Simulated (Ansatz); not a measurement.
# InSb (F-43m), stationary points along a deformation path

These are results of DFT PBE, scalar-relativistic, plane waves, PAW (Ansatz 0.2.0), not measurements. Cutoff 420 eV, Γ-centred 18×18×18 k-points, Gaussian smearing of 0.15 eV. No spin polarisation. Energies are free energies at this smearing, counted from the undisturbed cell; pressure is positive in compression.

The undisturbed cell (relaxed at this level):

```xyz
2
Lattice="0.0000 3.3174 3.3174 3.3174 0.0000 3.3174 3.3174 3.3174 0.0000" Properties=species:S:1:pos:R:3 pbc="T T T"
In    0.0000    0.0000    0.0000
Sb    4.9761    4.9761    4.9761
```

At fixed volume and fractional coordinates, lengths along (0.000, 0.000, 1.000) are scaled against those across it; ρ is that ratio over its starting value. V = 36.509 Å³/atom. Δσ is the stress along the axis less the mean stress across it (compression positive).

| ρ | ΔE (meV/atom) | Δσ (GPa) | space group |
| --- | --- | --- | --- |
| 0.707 | 146.8 | 4.02 | I-4m2 |
| 0.780 | 88.0 | 3.79 | I-4m2 |
| 0.850 | 42.7 | 3.06 | I-4m2 |
| 1.000 | 0.0 | 0.00 | F-43m |
| 1.200 | 79.1 | -5.99 | I-4m2 |
| 1.300 | 166.6 | -8.22 | I-4m2 |
| 1.414 | 277.1 | -8.51 | I-4m2 |

**Question.** How does the stress give the slope of the energy, and where is the energy stationary?

**Answer.** Along the path d ln(length) is 2/3 d ln ρ on the axis and −1/3 d ln ρ across it, so dE/d ln ρ = −(2/3) V Δσ: the energy falls with ρ where Δσ is positive. Δσ vanishes or changes sign at ρ = 1.000 (F-43m), a minimum at 0.0 meV/atom. Pairs of stationary points between two samples would go unseen, and could change a minimum read from distant neighbours into a maximum. At ρ = 1.000 the cell is cubic, where symmetry alone makes the stress isotropic and the slope zero.

In a metal these slopes depend on the k mesh and the smearing.

Cost: 7 runs of about 7.3 core-minutes in all, on Arm Neoverse V1 (shared hosts).